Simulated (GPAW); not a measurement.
# biphenyl-4,4'-dithiol between two Pd chains: a series of junctions

Aim: how the conductance and the thermopower change along a series of junctions, biphenyl-4,4'-dithiol between two Pd chains.

Calculated with GPAW 26.7.0; GPAW LCAO, PAW setups; Landauer transmission from Green's functions with principal layers (ASE), zero bias.

### 1. The system as given

The cell holds 36 atoms: 14 Pd, 2 S, 12 C and 8 H. Its edges and angles: a = 10.364 Å, b = 9.000 Å, c = 47.945 Å, α = 90.0°, β = 90.0°, γ = 90.0°. Regions: left lead, 7 atoms (7 Pd); channel, 22 atoms (2 S, 12 C and 8 H); right lead, 7 atoms (7 Pd). Vacuum lies along a and b. The structure is stacked, and the current runs, along c.

### 2. Member of the series, box 10.4 × 9 Å, bond direction share 0

Each member tilts the metal-anchor bond further from the wire's axis (share 0) towards the direction that the anchor's hydrogen or lone pair had (share 1); basis and functional stay.

run.py

```python
import json
import numpy as np
from ase import Atoms
from ase.transport.calculators import TransportCalculator
from gpaw import GPAW, FermiDirac
from gpaw.lcao.tools import get_lcao_hamiltonian
from scipy.linalg import eigh

# The junction with lead layers at both ends, along the third cell vector
device = Atoms(
    ['Pd', 'Pd', 'Pd', 'Pd', 'Pd', 'Pd', 'Pd', 'S', 'C', 'H', 'H', 'C', 'C', 'C', 'C', 'H', 'H', 'C', 'C', 'H', 'H', 'C', 'C', 'C', 'C', 'H', 'H', 'C', 'S', 'Pd', 'Pd', 'Pd', 'Pd', 'Pd', 'Pd', 'Pd'],
    positions=[
        [5.18212, 4.50000, 1.25000],
        [5.18212, 4.50000, 3.75000],
        [5.18212, 4.50000, 6.25000],
        [5.18212, 4.50000, 8.75000],
        [5.18212, 4.50000, 11.25000],
        [5.18212, 4.50000, 13.75000],
        [5.18212, 4.50000, 16.25000],
        [5.18212, 4.50000, 18.63000],
        [5.16858, 4.50146, 20.40823],
        [7.09294, 5.46957, 20.57899],
        [3.25383, 3.51109, 20.59165],
        [6.24669, 5.04060, 21.11065],
        [4.09822, 3.95217, 21.11520],
        [6.24953, 5.03951, 22.51006],
        [4.10290, 3.95305, 22.51488],
        [7.09748, 5.47919, 23.03197],
        [3.26073, 3.50841, 23.04208],
        [5.17764, 4.49698, 23.23672],
        [5.18156, 4.49515, 24.70859],
        [7.10199, 3.51290, 24.90140],
        [3.26612, 5.48537, 24.91519],
        [6.25678, 3.95083, 25.42941],
        [4.11143, 5.03975, 25.43626],
        [6.26159, 3.94748, 26.82908],
        [4.11469, 5.03891, 26.83568],
        [7.11423, 3.52131, 27.35160],
        [3.27267, 5.47506, 27.36823],
        [5.18715, 4.48731, 27.53713],
        [5.18212, 4.50000, 29.31539],
        [5.18212, 4.50000, 31.69539],
        [5.18212, 4.50000, 34.19539],
        [5.18212, 4.50000, 36.69539],
        [5.18212, 4.50000, 39.19539],
        [5.18212, 4.50000, 41.69539],
        [5.18212, 4.50000, 44.19539],
        [5.18212, 4.50000, 46.69539]],
    cell=[[10.36423, 0.0, 0.0], [0.0, 9.0, 0.0], [0.0, 0.0, 47.94539]],
    pbc=True)

# One principal layer of the lead: the first 5 atoms of the device
lead = Atoms(
    ['Pd', 'Pd', 'Pd', 'Pd', 'Pd'],
    positions=[
        [5.18212, 4.50000, 1.25000],
        [5.18212, 4.50000, 3.75000],
        [5.18212, 4.50000, 6.25000],
        [5.18212, 4.50000, 8.75000],
        [5.18212, 4.50000, 11.25000]],
    cell=[[10.36423, 0.0, 0.0], [0.0, 9.0, 0.0], [0.0, 0.0, 12.5]],
    pbc=True)

settings = dict(mode='lcao', basis='dzp', xc='RPBE', h=0.2,
                occupations=FermiDirac(0.1), maxiter=250,
                mixer=dict(beta=0.1, nmaxold=8, weight=100.0),
                convergence=dict(density=0.0001))
energies = np.arange(-3, 3 + 1e-9, 0.075)
eta = 0.0001
n1, n2 = 1, 1
# k and -k transmit alike, so half of the mesh across the current serves
mesh = [(i, j) for i in range(n1) for j in range(n2) if (i, j) <= (-i % n1, -j % n2)]
weights = np.array([1 if (i, j) == (-i % n1, -j % n2) else 2 for i, j in mesh]) / (n1 * n2)


def ground_state(atoms, size, txt):
    atoms.calc = GPAW(kpts={'size': size, 'gamma': True}, symmetry={'tolerance': 1e-3}, txt=txt, **settings)
    atoms.get_potential_energy()
    return atoms.calc.get_fermi_level()


def blocks(atoms, fermi, points, nz, cells):
    """H - E_F S and S between cell 0 and the cells above it, at each point across the current."""
    kz = np.arange(nz) / nz
    calc = atoms.calc.fixed_density(kpts=[(*k, z) for k in points for z in kz], symmetry='off', txt=None)
    H, S = get_lcao_hamiltonian(calc)
    H = (H - fermi * S).reshape(len(H), len(points), nz, *S.shape[1:])
    S = S.reshape(H.shape[1:])
    phases = [np.exp(-2j * np.pi * kz * R) / nz for R in cells]
    return [(np.einsum('skzij,z->ksij', H, p), np.einsum('kzij,z->kij', S, p)) for p in phases]


def pair(a, b):
    return np.block([[a, b], [b.T.conj(), a]])


def count_channels(h, s, cells, nk=240):
    """Half the number of times that the lead's bands cross each energy, unfolded to its shortest repeat."""
    b = len(h) // cells
    bands = []
    for k in (np.arange(nk + 1) + 0.5) / nk:
        hk, sk = h[:b, :b].copy(), s[:b, :b].copy()
        for R in range(1, cells):
            phase, block = np.exp(2j * np.pi * k * R), slice(R * b, (R + 1) * b)
            hk += h[:b, block] * phase + (h[:b, block] * phase).T.conj()
            sk += s[:b, block] * phase + (s[:b, block] * phase).T.conj()
        w, u = eigh(sk)
        x = u[:, w > 1e-5] / w[w > 1e-5]**0.5  # drop near-dependent combinations
        bands.append(np.r_[eigh(x.T.conj() @ hk @ x, eigvals_only=True), [1e9] * (w <= 1e-5).sum()])
    below = np.array(bands)[:, :, None] < energies
    return (below[1:] != below[:-1]).sum((0, 1)) / 2


fermi_lead = ground_state(lead, (1, 1, 9), 'lead.txt')
fermi_device = ground_state(device, (1, 1, 2), 'device.txt')
T, channels, eigen, tail, misfit, shifts = [], [], [], 0.0, 0.0, []
for first in range(0, len(mesh), 85):
    points = [(i / n1, j / n2) for i, j in mesh[first:first + 85]]
    (H0k, S0k), (H1k, S1k), (H2k, _) = blocks(lead, fermi_lead, points, 5, range(3))
    [(Hk, Sk)] = blocks(device, fermi_device, points, 2, [0])
    tail = max(tail, abs(H2k).max())
    for H0, S0, H1, S1, H, S in zip(H0k, S0k, H1k, S1k, Hk, Sk):
        n = len(S0)
        # Shift the lead onto the potential of the device's first layer
        shift = ((H[:, 0, 0] - H0[:, 0, 0]) / S0[0, 0]).real.mean()
        shifts.append(shift)
        misfit = max(misfit, abs(H[:, :n, :n] - H0 - shift * S0).max())
        Tk, Ck, Ek = [], [], []
        for s in range(len(H)):
            t = s % len(H0)  # a lead without moments serves both spins
            h1, s1 = pair(H0[t] + shift * S0, H1[t] + shift * S1), pair(S0, S1)
            leads = dict(h1=h1, s1=s1, energies=energies, eta=eta, eta1=eta, eta2=eta)
            calc = TransportCalculator(h=H[s], s=S, eigenchannels=3, **leads)
            Tk.append(calc.get_transmission())
            Ek.append(np.sort(calc.eigenchannels_ne, axis=0)[::-1])
            Ck.append(count_channels(h1, s1, 10))
        T.append(Tk)
        channels.append(Ck)
        eigen.append(Ek)
T, channels = np.array(T), np.array(channels)
mean, open_channels = np.einsum('kse,k->se', T, weights), np.einsum('kse,k->se', channels, weights)

print(f'basis functions: device {len(S)}, principal layer {n}')
print(f'Fermi level: lead {fermi_lead:.4f} eV, device {fermi_device:.4f} eV; lead shifted by {np.mean(shifts):.4f} eV')
print(f'largest coupling past the next layer {tail:.2e} eV, largest misfit of the first layer {misfit:.3f} eV')
print('  E-E_F (eV)   ' + 'T (one spin)  channels')
for e, t, c in zip(energies, mean.T, open_channels.T):
    print(f'{e:10.3f}  ', *[f'{x:11.4e}' for x in t], *[f'{x:9.4f}' for x in c])

kT = 8.617333e-5 * 300
fine = np.linspace(energies[0], energies[-1], 4001)
both = np.exp(np.interp(fine, energies, np.log(np.maximum(mean.sum(0) * 2 / len(mean), 1e-30))))
fermi = lambda mu: 1 / (1 + np.exp(np.clip((fine - mu) / kT, -200, 200)))
slope = fermi(0) * (1 - fermi(0)) / kT
G = np.trapezoid(both * slope, fine) / 2
seebeck = -np.trapezoid(both * slope * fine, fine) / (2 * G * 300) * 1e6
print(f'conductance at 300 K: {G:.5g} G0 a cell; thermopower {seebeck:.4g} uV/K')
bias = [0.1, 0.2, 0.5, 1.0, 1.5, 2.0]
current = [38.74 * np.trapezoid(both * (fermi(V / 2) - fermi(-V / 2)), fine) for V in bias]
for V, I in zip(bias, current):
    print(f'current from the zero-bias T(E) at {V} V: {I:.5g} uA')
zero = abs(energies).argmin()
json.dump(dict(energies=energies.tolist(), T=mean.tolist(), channels=open_channels.tolist(), G=G, seebeck=seebeck,
               bias=bias, current=current, tail=tail, misfit=misfit, shift=np.mean(shifts), n_device=len(S), n_lead=n,
               fermi=[fermi_lead, fermi_device], energy=device.get_potential_energy(),
               moments=device.get_magnetic_moments().tolist(), mesh=mesh, weights=weights.tolist(),
               T_k=T[:, :, zero].tolist(), eigen=np.array(eigen[0]).tolist()), open('result.json', 'w'))
```

Started as:

```console
OMP_NUM_THREADS=1 OPENBLAS_NUM_THREADS=1 python run.py
```

Log:

```text
basis functions: device 600, principal layer 135
Fermi level: lead -4.0016 eV, device -3.8394 eV; lead shifted by -0.0031 eV
largest coupling past the next layer 1.02e-04 eV, largest misfit of the first layer 0.079 eV
  E-E_F (eV)   T (one spin)  channels
    -3.000    1.7963e-03    1.0000
    -2.925    1.3762e-03    1.0000
    -2.850    1.0361e-03    1.0000
    -2.775    7.8092e-04    1.0000
    -2.700    5.8846e-04    1.0000
    -2.625    7.5927e-01    3.0000
    -2.550    8.9120e-01    3.0000
    -2.475    8.6874e-01    3.0000
    -2.400    8.2192e-01    3.0000
    -2.325    7.7494e-01    3.0000
    -2.250    6.8568e-01    3.0000
    -2.175    5.4960e-01    3.0000
    -2.100    4.1755e-01    3.0000
    -2.025    3.2531e-01    3.0000
    -1.950    2.7192e-01    3.0000
    -1.875    2.4686e-01    3.0000
[...]
2.475    7.6301e-06    1.0000
     2.550    8.6095e-06    1.0000
     2.625    9.7513e-06    1.0000
     2.700    1.1113e-05    1.0000
     2.775    1.2793e-05    1.0000
     2.850    1.4963e-05    1.0000
     2.925    1.7495e-05    1.0000
     3.000    2.6676e-05    1.0000
conductance at 300 K: 0.87271 G0 a cell; thermopower 8.528 uV/K
current from the zero-bias T(E) at 0.1 V: 6.5189 uA
current from the zero-bias T(E) at 0.2 V: 11.603 uA
current from the zero-bias T(E) at 0.5 V: 19.598 uA
current from the zero-bias T(E) at 1.0 V: 27.386 uA
current from the zero-bias T(E) at 1.5 V: 32.293 uA
current from the zero-bias T(E) at 2.0 V: 36.091 uA
```

The job ended after 8.1 min (1 thread of Arm Neoverse V1, shared host; peak memory 2 GiB).

This step gave:

| Quantity | Value |
| --- | --- |
| conductance | 0.8727 G₀ |
| largest coupling past the next principal layer | 1.02e-4 eV |
| largest misfit of the first principal layer | 0.07896 eV |
| shift that aligns the lead | -0.003074 eV |
| basis functions of the junction | 600 |
| basis functions of a principal layer | 135 |
| transmission at the Fermi level (one spin) | 0.9491 |
| open channels of the lead at the Fermi level (one spin) | 4 |

One spin. Table of transmission, zone mean by energy, zero at the Fermi level:

```csv
energy (eV),"transmission, zone mean"
-3.00,0.00180
-2.85,0.00104
-2.70,5.9e-4
-2.55,0.891
-2.33,0.775
-2.17,0.550
-2.02,0.325
-1.88,0.247
-1.73,0.233
-1.57,0.239
-1.35,0.235
-1.20,0.218
-1.05,0.198
-0.90,0.190
-0.75,0.207
-0.60,0.258
-0.38,0.394
-0.23,0.540
-0.07,0.806
0.00,0.949
0.07,0.952
0.23,9.6e-8
0.38,1.4e-7
0.60,2.4e-7
0.75,3.5e-7
0.90,4.9e-7
1.05,6.8e-7
1.20,9.2e-7
1.35,1.2e-6
1.57,1.8e-6
1.73,2.3e-6
1.88,3.0e-6
2.02,3.8e-6
2.17,4.8e-6
2.33,6.0e-6
2.55,8.6e-6
2.70,1.1e-5
2.85,1.5e-5
3.00,2.7e-5
```

Crossings of the lead's bands, unfolded to its shortest repeat. The open channels, zone mean by energy, zero at the Fermi level:

energy (eV), open channels, zone mean and a bar from the least value:
```
    -3.00       1.00 
    -2.77       1.00 
    -2.55       3.00 ###############
    -2.40       3.00 ###############
    -2.17       3.00 ###############
    -1.95       3.00 ###############
    -1.73       3.00 ###############
    -1.57       3.00 ###############
    -1.35       3.00 ###############
    -1.12       3.00 ###############
    -0.90       5.00 ##############################
    -0.75       5.00 ##############################
    -0.53       5.00 ##############################
    -0.30       4.00 ######################
    -0.07       4.00 ######################
     0.00       4.00 ######################
     0.07       4.00 ######################
     0.30       1.00 
     0.53       1.00 
     0.75       1.00 
     0.90       1.00 
     1.12       1.00 
     1.35       1.00 
     1.57       1.00 
     1.73       1.00 
     1.95       1.00 
     2.17       1.00 
     2.40       1.00 
     2.55       1.00 
     2.77       1.00 
     3.00       1.00
```

Not self-consistent under bias; the bias window is split evenly. Current through one cell, from the zero-bias transmission against bias:

```csv
bias (V),"current through one cell, from the zero-bias transmission (μA)"
0.100,6.52
0.200,11.6
0.500,19.6
1.000,27.4
1.500,32.3
2.000,36.1
```

The transmission of the three most open eigenchannels by energy, zero at the Fermi level:

```csv
energy (eV),channel 1,channel 2,channel 3
-3.0000,0.00180,0,0
-2.7750,7.8e-4,0,0
-2.4750,0.868,2.7e-4,3.6e-5
-2.2500,0.685,1.3e-4,5.5e-5
-2.0250,0.325,7.6e-5,5.5e-5
-1.7250,0.232,1.7e-4,1.6e-5
-1.5000,0.240,2.1e-4,9.5e-6
-1.2750,0.228,2.2e-4,3.7e-6
-0.9750,0.192,2.4e-4,4.2e-7
-0.7500,0.207,3.2e-4,1.5e-7
-0.5250,0.296,4.7e-4,4.6e-7
-0.2250,0.539,8.3e-4,7.5e-7
0.0000,0.947,0.00188,5.8e-7
0.2250,9.6e-8,1.6e-11,0
```

Couplings past the next layer reach 1.0e-4 eV, small enough to drop; the first layer differs from the bulk lead by up to 0.079 eV, a small residual of the finite cell. The two Fermi levels in the log count from different zeros of potential, one for each periodic cell; with both set to zero, the small shift printed beside them is what aligns lead and junction. By hand: G = 0.8727 × 77.48 μS = 67.6 μS, a resistance of 14.8 kΩ; at 0.1 V a linear junction would pass 6.76 μA, and the integral over the bias window gives 6.52 μA.

(Part 1 of 4 ends here.)

[Long decimals in the printed logs are rounded to 6 places.]

[Logs are printed without paths, hosts, clocks, repeated set-up lines and the standing remarks that a program may print on its own settings, such as how far it seeks lower states.]

[Hosts, paths, dates, database ids (printed as entryN), source tags and the programs' standing remarks are cut or masked in the printed files.]
